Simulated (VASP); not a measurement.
# KI: relaxation with set parts of the cell free, by free to move

KI, P1 (no. 1), 8 atoms in the cell. PBE, constrained relaxation; PAW potentials I, K_sv (PBE set).

| Free to move | Volume (Å³/atom) | Pressure in a fresh run at the final cell (GPa) | Pressure printed at the end of the relaxation (GPa) | Ionic steps, all stages | Electronic steps, all stages | Time (s) |
|---|---|---|---|---|---|---|
| atoms | 44.805 | 0.36 | 0.36 | 9 | 77 | 214 |
| atoms, shape and volume | 46.176 | 0.01 | 0.01 | 15 | 125 | 280 |
| atoms and shape at fixed volume | 44.805 | 0.36 | 0.36 | 14 | 110 | 221 |
| shape alone | 44.805 | 0.38 | 0.38 | 8 | 72 | 140 |
| shape and volume | 46.295 | 0.00 | 0.00 | 14 | 105 | 218 |
| volume alone | 46.303 | 0.00 | 0.00 | 7 | 67 | 136 |
| atoms and volume | 46.176 | 0.01 | 0.01 | 14 | 126 | 253 |
| atoms and the z components of the lattice | 45.441 | 0.20 | 0.19 | 12 | 105 | 200 |
| atoms and the x and y components of the lattice | 45.799 | 0.11 | 0.11 | 14 | 122 | 212 |
| atoms and the y and z components of the lattice | 45.786 | 0.11 | 0.11 | 13 | 112 | 200 |

Limits: the start was distorted on purpose (random strain, atoms moved at random), so the space group given is the start's and not the crystal's.

## Input of the first row

INCAR.step1:
```
PREC     = Accurate       # precision mode
ENCUT    = 350            # plane-wave cutoff, eV
EDIFF    = 1E-6           # SCF threshold, eV
ISMEAR   = 0              # smearing method
SIGMA    = 0.05           # smearing width, eV
LREAL    = False          # projectors in reciprocal space
LASPH    = True           # aspherical terms in the spheres
NELM     = 100            # most SCF steps
ALGO     = Normal         # electronic algorithm
LWAVE    = False          # write WAVECAR
LCHARG   = False          # write CHGCAR
IBRION   = 2              # ionic algorithm
NSW      = 80             # ionic steps
ISIF     = 2              # what is computed and relaxed
EDIFFG   = -0.01          # ionic threshold
POTIM    = 0.5            # step
ISYM     = 0            
KPAR     = 8             
```

INCAR.step3, as INCAR.step1 but for:
```
- IBRION = 2
- NSW = 80
- EDIFFG = -0.01
- POTIM = 0.5
+ NSW = 0
```

KPOINTS:
```
k-points
0
Gamma
  3 3 3
```

POSCAR.step1:
```
KI
1.0
    7.0899670000     -0.0170120000     -0.0072960000
   -0.0170120000      7.1295180000      0.0362990000
   -0.0072960000      0.0362990000      7.0913090000
I K
4 4
Direct
    0.5042170000      0.0027150000      0.0005840000
    0.4934390000      0.5032630000      0.5013420000
   -0.0015530000      0.0011430000      0.5008070000
    0.0038800000      0.4975300000      0.0019980000
   -0.0028570000     -0.0037210000     -0.0047270000
    0.0058720000      0.4976040000      0.4965120000
    0.4968460000     -0.0043370000      0.4984770000
    0.5001560000      0.5058040000      0.0050050000
```

POSCAR.step3:
```
KI
1.0
    7.0899670000     -0.0170120000     -0.0072960000
   -0.0170120000      7.1295180000      0.0362990000
   -0.0072960000      0.0362990000      7.0913090000
I K
4 4
Direct
    0.5002618973      0.0025398627      0.9998549064
    0.4999134195      0.5001582851      0.5021870782
    0.9983402049      0.9987765553      0.4982274661
    0.0014737224      0.4984687163      0.9996174272
    0.0004815087      0.9981878901      0.9982792694
    0.9998204924      0.4988714423      0.4996090241
    0.4981533533      0.0001694459      0.4998320883
    0.5015554017      0.5028288023      0.0023907403
```

Commands (each step's output is kept before the next begins):
```
cat potpaw_PBE.64/I/POTCAR potpaw_PBE.64/K_sv/POTCAR > POTCAR
cp INCAR.step1 INCAR
cp POSCAR.step1 POSCAR
mpirun -np 8 vasp_std > vasp.out
cp CONTCAR POSCAR
mpirun -np 8 vasp_std > vasp.out
cp CONTCAR POSCAR
cp INCAR.step3 INCAR
cp POSCAR.step3 POSCAR
mpirun -np 8 vasp_std > vasp.out
```

Changes of the last row against the first:
```
- ISIF = 2
+ ISIF = 3
+ LATTICE_CONSTRAINTS = .FALSE. .TRUE. .TRUE.
```

VASP 6.6.1 took 214 s on 8 cores (Intel Xeon Platinum 8488C (Sapphire Rapids)), a shared host.
